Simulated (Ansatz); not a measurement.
**Structures of TePb: which is lowest?**

Plane-wave DFT in Ansatz with scalar-relativistic PAW potentials, cutoff 500 eV, Γ-centred meshes chosen by cell and gap, Gaussian smearing with energies taken to zero width. Every cell was relaxed (cell and atoms) in a run of its own, within the symmetry of its start. Functional: r2SCAN.

Relaxed structures (starts from databases or built by putting these elements on another compound's sites):
A. Pnma, 8 atoms in the computed cell, a = 8.495 Å, b = 4.659 Å, c = 7.070 Å; sites (symmetry × multiplicity) Te .m. × 4, Pb .m. × 4; start: database
B. P6_3mc, 4 atoms in the computed cell, a = 5.496 Å, c = 6.574 Å; sites (symmetry × multiplicity) Pb 3m. × 2, Te 3m. × 2; start: built
C. Fm-3m, 2 atoms in the computed cell, a = 6.533 Å; sites (symmetry × multiplicity) Te m-3m × 4, Pb m-3m × 4; start: database

**Question.** Rank them by energy. Could pressure change the order?

**Answer.**
```csv
structure,group,E − E(lowest) (meV/atom),V (Å³/atom),gap on mesh (eV)
C,Fm-3m,0.0,34.85,1.09
A,Pnma,54,34.98,1.11
B,P6_3mc,126,42.99,1.40
```

C is lowest, 54 meV/atom under A. The lowest is also the densest of these, so pressure wouldn't bring one of the others in at first order. Other structures may lie lower than all of these, and vibrations aren't counted.

Spin-orbit coupling is left out, which matters for the bands of heavy elements. For Tl, Pb and Bi spin-orbit coupling shifts energies too.